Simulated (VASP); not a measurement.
CdS (Hawleyite):

```
CELL_PARAMETERS angstrom
0.00000 2.91650 2.91650
2.91650 0.00000 2.91650
2.91650 2.91650 0.00000
ATOMIC_POSITIONS crystal
Cd 0.00000 0.00000 0.00000
S 0.25000 0.25000 0.25000
```

- Program: VASP 6.6.1
- Task: relaxation of cell and atoms
- Functional: RPBE
- Potentials or basis: VASP PAW PBE potentials, release 64 (Cd, S)
- Cutoff: 600 eV
- k mesh: 8 × 8 × 8
- Occupations: gaussian, width 0.03 eV
- Spin: no spin polarisation

At the start: pressure 5.4 GPa; volume 24.81 Å³/atom.

Q: How do energy, volume and symmetry change on relaxing?

A: Over 3 steps the energy falls by 37.3 meV/atom and the volume is 27.21 Å³/atom (+9.7 %); space group F-43m (No. 216, to 0.05 Å).

The path:
```tsv
step	energy change (eV)	largest force (eV/Å)	pressure (GPa)	volume (Å³)
1	0.0000	0.0000	5.39	49.62
2	-0.0694	0.0000	-1.13	55.86
3	-0.0745	0.0000	0.04	54.42
```

Final structure:
```yaml
crystal:
  lattice:
    - [0.00000, 3.00781, 3.00781]
    - [3.00781, 0.00000, 3.00781]
    - [3.00781, 3.00781, 0.00000]
  atoms:
    - { symbol: Cd, position: [0.00000, 0.00000, 0.00000] }
    - { symbol: S, position: [0.25000, 0.25000, 0.25000] }
```

Caveat: the PAW data sets were made with another functional, which shifts forces and pressure a little.
